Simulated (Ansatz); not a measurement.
Crystal: WS2 (Tungstenite).

```
CELL_PARAMETERS angstrom
3.18000 0.00000 0.00000
-1.59000 2.75396 0.00000
0.00000 0.00000 12.50000
ATOMIC_POSITIONS crystal
W 0.66667 0.33333 0.75000
W 0.33333 0.66667 0.25000
S 0.66667 0.33333 0.37500
S 0.33333 0.66667 0.87500
S 0.66667 0.33333 0.12500
S 0.33333 0.66667 0.62500
```

| Quantity | Value |
| --- | --- |
| Program | Ansatz 0.2.0 |
| Task | relaxation of cell and atoms |
| Functional | PBEsol |
| Potentials or basis | Ansatz PAW |
| Cutoff | 420 eV (not typed: the program's choice for these potentials) |
| k mesh | 10 × 10 × 3 |
| Occupations | fermi-dirac, width 0.05 eV |
| Spin | no spin polarisation |

At the start: volume 18.24 Å³/atom.

**Question.** How do energy, volume and symmetry change on relaxing?

**Answer.** It ends after 5 steps and the volume is 18.14 Å³/atom (-0.6 %); space group P6_3/mmc (No. 194, to 0.05 Å).

The path:
| step | energy change (eV) | largest force (eV/Å) | volume (Å³) |
| --- | --- | --- | --- |
| 1 | 0.0000 | 0.1536 | 109.47 |
| 2 | -0.0254 | 0.0553 | 108.45 |
| 3 | -0.0259 | 0.0094 | 108.63 |
| 4 | -0.0259 | 0.0019 | 108.82 |
| 5 | -0.0258 | 0.0019 | 108.82 |

Final structure:
```
W S
1.0
     3.14619    0.00000    0.00000
    -1.57310    2.72468    0.00000
     0.00000    0.00000   12.69399
W S
2 4
Cartesian
  1.5731 0.9082 9.5205
  0.0000 1.8165 3.1735
  1.5731 0.9082 4.7411
  0.0000 1.8165 11.0881
  1.5731 0.9082 1.6059
  0.0000 1.8165 7.9529
```

Caveat: the plane-wave basis is chosen anew once the cell has moved, so the energies of steps on either side of that aren't comparable; this functional lacks dispersion, which binds the layers, so the pressure and a relaxed spacing across them are unreliable; the PAW data sets come from PBE, with cores solved anew for the run's functional, which leaves a small shift of forces and pressure.
